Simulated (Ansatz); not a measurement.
## Property card for Ta$_{2}$C

Theory: Ansatz, DFT PBEsol, scalar-relativistic, plane waves, PAW.

Cutoff 420 eV; k points 18×18×8 on the computed 3-atom cell (Γ-centred); Gaussian smearing, width 0.10 eV; no spin polarisation.

The structure is relaxed at this level of theory with its symmetry kept.

```cif
data_structure
_symmetry_space_group_name_H-M 'P-3m1'
_symmetry_Int_Tables_number 164
_cell_length_a 3.0953
_cell_length_b 3.0953
_cell_length_c 4.9211
_cell_angle_alpha 90.000
_cell_angle_beta 90.000
_cell_angle_gamma 120.000
_cell_volume 40.83
loop_
_atom_site_label
_atom_site_type_symbol
_atom_site_symmetry_multiplicity
_atom_site_Wyckoff_symbol
_atom_site_fract_x
_atom_site_fract_y
_atom_site_fract_z
_atom_site_occupancy
Ta1 Ta 2 d 0.33333 0.66667 0.25288 1
C1 C 1 a 0.00000 0.00000 0.00000 1
```

| Quantity | Value |
| --- | --- |
| Space group | P-3m1 (No. 164) |
| Volume per atom | 91.8 bohr³ |
| Formation energy from the elements' standard states (uncorrected) | -0.662 eV/atom |
| Kohn–Sham band gap | none (metal) |
| Density of states at the Fermi level | 0.60 states/eV per cell |
| Löwdin character within 0.5 eV of the Fermi level | Ta 5d 89 % |
| Bulk modulus | 270 GPa |
| Its pressure derivative | 4.3 |
| Bader charges (e) | Ta (2 in the cell) 0.94, C (1 in the cell) -1.88 |

Spin-orbit coupling is left out, which matters for the bands of heavy elements.